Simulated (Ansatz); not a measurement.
Crystal: GaN.

```
CELL_PARAMETERS angstrom
0.00000 2.25350 2.25350
2.25350 0.00000 2.25350
2.25350 2.25350 0.00000
ATOMIC_POSITIONS crystal
Ga 0.00000 0.00000 0.00000
N 0.25000 0.25000 0.25000
```

The cell is a database's computed one.

| Property | Result |
| --- | --- |
| Program | Ansatz 0.2.0 |
| Task | relaxation of cell and atoms |
| Functional | BLYP |
| Potentials or basis | all-electron LAPW, scalar-relativistic |
| Basis error allowed | 0.001 eV/atom |
| k mesh | 10 × 10 × 10 |
| Occupations | fermi-dirac, width 0.05 eV |
| Spin | no spin polarisation |

At the start: volume 11.44 Å³/atom.

Where does the relaxation end?

Over 5 steps the energy falls by 23.4 meV/atom and the volume is 12.17 Å³/atom (+6.3 %); space group F-43m (No. 216, to 0.05 Å).

The path:
```
step  energy change (eV)  largest force (eV/Å)  volume (Å³)
   1              0.0000                0.0000        22.89
   2             -0.0380                0.0000        23.69
   3             -0.0467                0.0000        24.27
   4             -0.0468                0.0000        24.33
   5             -0.0468                0.0000        24.33
```

Final structure:
```cif
data_structure
_symmetry_space_group_name_H-M 'P 1'
_symmetry_Int_Tables_number 1
_cell_length_a 3.2526
_cell_length_b 3.2526
_cell_length_c 3.2526
_cell_angle_alpha 60.000
_cell_angle_beta 60.000
_cell_angle_gamma 60.000
_cell_volume 24.33
loop_
_atom_site_label
_atom_site_type_symbol
_atom_site_fract_x
_atom_site_fract_y
_atom_site_fract_z
_atom_site_occupancy
Ga1 Ga 0.00000 0.00000 0.00000 1
N1 N 0.25000 0.25000 0.25000 1
```
